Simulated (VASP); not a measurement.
Input of a VASP 6.6.1 run:

The input INCAR:

```
SYSTEM = Os
PREC = Accurate
ENCUT = 580
EDIFF = 1E-7
ISMEAR = 0
SIGMA = 0.1
LREAL = .FALSE.
LASPH = .TRUE.
NELM = 60
ALGO = Fast
ISIF = 3
LWAVE = .FALSE.
LCHARG = .FALSE.
GGA = PS
IBRION = 2
NSW = 90
EDIFFG = -0.005
```

Contents of KPOINTS:

```
regular mesh
0
G
  18 18 18
  0 0 0
```

POSCAR

```
Os
1.0
    0.0000000000      1.9129311800      1.9129311800
    1.9129311800      0.0000000000      1.9129311800
    1.9129311800      1.9129311800      0.0000000000
Os
1
Direct
    0.0000000000      0.0000000000      0.0000000000
```

Potentials or basis: VASP PAW PBE potentials, release 64 (Os).

Run with:

```sh
$ cat potpaw_PBE.64/Os/POTCAR > POTCAR
$ mpirun -np 1 vasp_std > vasp.out
```

Predict the space group after relaxing (to 0.05 Å).

Fm-3m (No. 225).

What does it give for the relaxed volume?

13.96 Å³/atom.

Predict the relaxed cell.

a = 2.703 Å, b = 2.703 Å, c = 2.703 Å, α = 60.00°, β = 60.00°, γ = 60.00°.

Estimate the band gap on the k mesh.

none (metal or under the smearing width).

Step by step:
```tsv
step	energy change (eV)	largest force (eV/Å)	pressure (GPa)	volume (Å³)
1	0.0000	0.0000	-1.23	14.00
2	0.0030	0.0000	5.74	13.78
3	-0.0002	0.0000	-0.01	13.96
```

Caveat: the PAW data sets were made with another functional, which shifts forces and pressure a little. Spin-orbit coupling is left out, which matters for the levels of Os.
